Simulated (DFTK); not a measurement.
# SiC (Moissanite) (P6_3mc) in DFTK: equation of state

Aim: energy against volume of SiC (Moissanite) in PBEsol, for its equilibrium volume and stiffness.

Program: DFTK 0.8.2. These are calculated values, not measurements. Logs are shortened: lines on timing, memory, paths and dates and some standing lists are left out, and cuts for length are marked.

### Step 1. Starting point

Symmetry: P6_3mc, No. 186, hexagonal system. Conventional cell: a = 3.076 Å, b = 3.076 Å, c = 5.048 Å, α = 90.00°, β = 90.00°, γ = 120.00°. Si (site symmetry 3m) is surrounded by 4 C at 1.87 to 1.94 Å. Around C (site symmetry 3m) lie 4 Si at 1.87 to 1.94 Å.

### Step 2. Equation of state, PBEsol

Contents of run.jl:

```julia
using DFTK
using PseudoPotentialData
using Unitful, UnitfulAtomic
using LinearAlgebra, Printf
include("save.jl")
disable_threading()

# lattice vectors are the columns
lattice = austrip(1u"Å") * [         3.076         -1.538            0.0;
                      0.0    2.663894142            0.0;
                      0.0            0.0          5.048]
symbols   = [:Si, :Si, :C, :C]
positions = [[0.6666666667, 0.3333333333, 0.5],
             [0.3333333333, 0.6666666667, 0.0],
             [0.6666666667, 0.3333333333, 0.885],
             [0.3333333333, 0.6666666667, 0.385]]
pseudopotentials = PseudoFamily("dojo.nc.sr.pbesol.v0_4_1.standard.upf")
elements = Dict(s => ElementPsp(s, pseudopotentials) for s in unique(symbols))
atoms    = [elements[s] for s in symbols]

build_model(lattice, positions; symmetries=true) =
    model_DFT(lattice, atoms, positions;
              functionals=PBEsol(),
              temperature=austrip(0.05u"eV"),
              smearing=Smearing.FermiDirac(),
              symmetries)
Ecut  = 41.0  # hartree
kgrid = [10, 10, 5]
tol   = 1e-6
to_GPa = ustrip(uconvert(u"GPa", 1u"hartree/bohr^3"))

results["points"] = []
for scale in [0.94, 0.96, 0.98, 1.0, 1.02, 1.04, 1.06]
    println("\n=== scale = ", scale)
    model = build_model(cbrt(scale) * lattice, positions)
    basis = PlaneWaveBasis(model; Ecut, kgrid)
    t0 = time()
    scfres = self_consistent_field(basis;
                                   tol,
                                   nbandsalg=AdaptiveBands(model; n_bands_converge=13))
    seconds = time() - t0
    @printf "SCF: %d iterations, %.1f s\n" scfres.n_iter seconds
    forces = compute_forces_cart(scfres)
    stress = compute_stresses_cart(scfres)
    @printf "V = %.5f Å^3  F = %.8f Ha  max force = %.5f eV/Å  p = %.4f GPa\n" ustrip(auconvert(u"Å^3", model.unit_cell_volume)) scfres.energies.total ustrip(auconvert(u"eV/Å", maximum(norm, forces))) (-tr(stress) / 3 * to_GPa)
    push!(results["points"], save_scf!(scfres; forces, stress, d=Dict{String,Any}("seconds" => seconds, "n_matvec" => get(scfres, :n_matvec, 0))))
end

# third-order Birch-Murnaghan fit in x = V^(-2/3)
V = [0.94, 0.96, 0.98, 1.0, 1.02, 1.04, 1.06] * abs(det(lattice))
E = [p["total"] for p in results["points"]]
x = V .^ (-2 / 3)
c = [x .^ 0 x x .^ 2 x .^ 3] \ E
Δ = c[3]^2 - 3c[2] * c[4]
if Δ > 0
    x0 = (-c[3] + sqrt(Δ)) / 3c[4]
    B0 = 4 / 9 * x0^(7 / 2) * (2c[3] + 6c[4] * x0)
    @printf "V0 = %.4f Å^3  B0 = %.2f GPa\n" ustrip(auconvert(u"Å^3", x0^(-3 / 2))) B0 * to_GPa
end
```

Potentials or basis: dojo.nc.sr.pbesol.v0_4_1.standard.upf (PBEsol).

The run is started by

```bash
$ julia --threads=1 run.jl  # save.jl only writes the numbers to a file and isn't shown; printed stress counts tension as positive; times include loading and compiling
```

Standard output:

```text
=== scale = 0.94
n     Energy            log10(ΔE)   log10(Δρ)   Diag   Δtime
---   ---------------   ---------   ---------   ----   ------
  1   -20.32731866617                   -0.41    5.4    7.44s
  2   -20.48364929795       -0.81       -0.82    3.3    5.15s
  3   -20.50538745549       -1.66       -1.47    3.2    6.20s
  4   -20.50603876253       -3.19       -2.10    2.1    4.55s
  5   -20.50612144913       -4.08       -3.16    2.0    4.16s
  6   -20.50612462615       -5.50       -3.55    3.8    6.17s
  7   -20.50612466694       -7.39       -3.92    1.5    4.15s
  8   -20.50612468083       -7.86       -4.94    2.3    4.25s
  9   -20.50612468113       -9.52       -5.75    4.1    5.74s
 10   -20.50612468113      -11.52       -6.16    3.4    5.53s
SCF: 10 iterations, 54.0 s
V = 38.88217 Å^3  F = -20.50612468 Ha  max force = 0.85924 eV/Å  p = 15.8128 GPa

=== scale = 0.96
n     Energy            log10(ΔE)   log10(Δρ)   Diag   Δtime
---   ---------------   ---------   ---------   ----   ------
[... 50 further cycles ...]
  2   -20.49064516613       -0.83       -0.90    3.1    5.99s
  3   -20.50693640860       -1.79       -1.58    3.1    6.64s
  4   -20.50725635078       -3.49       -2.27    1.7    5.01s
  5   -20.50730746416       -4.29       -3.27    2.5    5.32s
  6   -20.50730881128       -5.87       -3.57    4.1    8.00s
  7   -20.50730887927       -7.17       -4.59    1.8    4.52s
  8   -20.50730888161       -8.63       -4.59    3.9    7.05s
  9   -20.50730888207       -9.34       -5.03    1.0    4.57s
 10   -20.50730888216      -10.04       -5.56    2.4    5.32s
 11   -20.50730888217      -11.10       -6.09    2.1    4.64s
SCF: 11 iterations, 66.9 s
V = 43.84585 Å^3  F = -20.50730888 Ha  max force = 0.66727 eV/Å  p = -11.2510 GPa
V0 = 41.4363 Å^3  B0 = 220.92 GPa
```

Wall time 14 min (1 thread of AMD EPYC 9R45 (Zen 5), shared host); peak memory 2.7 GiB.

What came out:

| Quantity | Value |
| --- | --- |
| Equilibrium volume | 10.36 Å³/atom |
| Bulk modulus at fixed shape and positions | 221 GPa |
| Pressure derivative of the bulk modulus | 3.9 |

Energy against volume, from the lowest point:
| volume (Å³/atom) | energy (meV/atom) |
| --- | --- |
| 9.721 | 30.06 |
| 9.927 | 13.27 |
| 10.134 | 3.47 |
| 10.341 | 0.00 |
| 10.548 | 2.28 |
| 10.755 | 9.78 |
| 10.961 | 22.01 |

Caveat: the cell was scaled at fixed shape and fractional positions, which overstates the stiffness of a crystal with free parameters, most of all of layers and chains.

### Step 3. Single point, PBEsol, 9.72 Å³/atom (volume scaled by 0.94)

run.jl is that of step 2.

Potentials or basis: dojo.nc.sr.pbesol.v0_4_1.standard.upf (PBEsol).

The run is started by

```bash
$ julia --threads=1 run.jl  # one pass of the loop, scale = 0.94; save.jl only writes the numbers to a file and isn't shown; printed stress counts tension as positive; times include loading and compiling
```

Standard output:

```text
=== scale = 0.94
n     Energy            log10(ΔE)   log10(Δρ)   Diag   Δtime
---   ---------------   ---------   ---------   ----   ------
  1   -20.32731866617                   -0.41    5.4    7.44s
  2   -20.48364929795       -0.81       -0.82    3.3    5.15s
  3   -20.50538745549       -1.66       -1.47    3.2    6.20s
  4   -20.50603876253       -3.19       -2.10    2.1    4.55s
  5   -20.50612144913       -4.08       -3.16    2.0    4.16s
  6   -20.50612462615       -5.50       -3.55    3.8    6.17s
  7   -20.50612466694       -7.39       -3.92    1.5    4.15s
  8   -20.50612468083       -7.86       -4.94    2.3    4.25s
  9   -20.50612468113       -9.52       -5.75    4.1    5.74s
 10   -20.50612468113      -11.52       -6.16    3.4    5.53s
SCF: 10 iterations, 54.0 s
V = 38.88217 Å^3  F = -20.50612468 Ha  max force = 0.85924 eV/Å  p = 15.8128 GPa
```

It took 54 s on 1 thread of AMD EPYC 9R45 (Zen 5), shared host.

Results:

- Free energy: -558.0001 eV
- Pressure: 15.8 GPa
- Largest force: 0.859 eV/Å
- Band gap on the k mesh: 2.23 eV, indirect (least direct gap 4.09 eV)

Caveat: an odd mesh through Γ misses points on the zone boundary, where band edges often lie.

### Step 4. Single point, PBEsol, 9.93 Å³/atom (volume scaled by 0.96)

run.jl is that of step 3.

The run is started by

```bash
$ julia --threads=1 run.jl  # one pass of the loop, scale = 0.96; save.jl only writes the numbers to a file and isn't shown; printed stress counts tension as positive; times include loading and compiling
```

Run time: 54 s. Hardware: 1 thread of AMD EPYC 9R45 (Zen 5), shared host.

Results (log left out):

* Free energy: -558.0672 eV
* Pressure: 10.1 GPa
* Largest force: 0.823 eV/Å
* Band gap on the k mesh: 2.26 eV, indirect (least direct gap 4.05 eV)

Caveat: an odd mesh through Γ misses points on the zone boundary, where band edges often lie.

### Step 5. Single point, PBEsol, 10.13 Å³/atom (volume scaled by 0.98)

run.jl is that of step 4.

The run is started by

```bash
$ julia --threads=1 run.jl  # one pass of the loop, scale = 0.98; save.jl only writes the numbers to a file and isn't shown; printed stress counts tension as positive; times include loading and compiling
```

Wall time 50 s (1 thread of AMD EPYC 9R45 (Zen 5), shared host).

It converged, with:

```yaml
Free_energy: -558.1065 eV
Pressure: 5.0 GPa
Largest_force: 0.788 eV/Å
Band_gap_on_the_k_mesh: 2.30 eV, indirect (least direct gap 4.01 eV)
```

Caveat: an odd mesh through Γ misses points on the zone boundary, where band edges often lie.

### Step 6. Single point, PBEsol, 10.34 Å³/atom

run.jl is that of step 5.

Potentials or basis: dojo.nc.sr.pbesol.v0_4_1.standard.upf (PBEsol).

The run is started by

```bash
$ julia --threads=1 run.jl  # one pass of the loop, scale = 1.0; save.jl only writes the numbers to a file and isn't shown; printed stress counts tension as positive; times include loading and compiling
```

Run time: 49 s. Hardware: 1 thread of AMD EPYC 9R45 (Zen 5), shared host.

The run converged. Its results:

```
Free energy            : -558.1203 eV
Pressure               : 0.3 GPa
Largest force          : 0.755 eV/Å
Band gap on the k mesh : 2.33 eV, indirect (least direct gap 3.96 eV)
```

Caveat: an odd mesh through Γ misses points on the zone boundary, where band edges often lie.

### Step 7. Single point, PBEsol, 10.55 Å³/atom (volume scaled by 1.02)

run.jl is that of step 6.

The run is started by

```bash
$ julia --threads=1 run.jl  # one pass of the loop, scale = 1.02; save.jl only writes the numbers to a file and isn't shown; printed stress counts tension as positive; times include loading and compiling
```

Run time: 52 s. Hardware: 1 thread of AMD EPYC 9R45 (Zen 5), shared host.

The run converged. Its results:

| Quantity | Value |
| --- | --- |
| Free energy | -558.1112 eV |
| Pressure | -3.9 GPa |
| Largest force | 0.724 eV/Å |
| Band gap on the k mesh | 2.36 eV, indirect (least direct gap 3.92 eV) |

Caveat: an odd mesh through Γ misses points on the zone boundary, where band edges often lie.

### Step 8. Single point, PBEsol, 10.75 Å³/atom (volume scaled by 1.04)

run.jl is that of step 7.

The run is started by

```bash
$ julia --threads=1 run.jl  # one pass of the loop, scale = 1.04; save.jl only writes the numbers to a file and isn't shown; printed stress counts tension as positive; times include loading and compiling
```

Wall time 56 s (1 thread of AMD EPYC 9R45 (Zen 5), shared host).

It converged, with:

| Quantity | Value |
| --- | --- |
| Free energy | -558.0812 eV |
| Pressure | -7.8 GPa |
| Largest force | 0.695 eV/Å |
| Band gap on the k mesh | 2.39 eV, indirect (least direct gap 3.88 eV) |

Caveat: an odd mesh through Γ misses points on the zone boundary, where band edges often lie.

### Step 9. Single point, PBEsol, 10.96 Å³/atom (volume scaled by 1.06)

run.jl is that of step 8.

Potentials or basis: dojo.nc.sr.pbesol.v0_4_1.standard.upf (PBEsol).

The run is started by

```bash
$ julia --threads=1 run.jl  # one pass of the loop, scale = 1.06; save.jl only writes the numbers to a file and isn't shown; printed stress counts tension as positive; times include loading and compiling
```

Run time: 67 s. Hardware: 1 thread of AMD EPYC 9R45 (Zen 5), shared host.

Results (log left out):

| Property | Result |
| --- | --- |
| Free energy | -558.0323 eV |
| Pressure | -11.3 GPa |
| Largest force | 0.667 eV/Å |
| Band gap on the k mesh | 2.37 eV, indirect (least direct gap 3.84 eV) |

Caveat: an odd mesh through Γ misses points on the zone boundary, where band edges often lie.
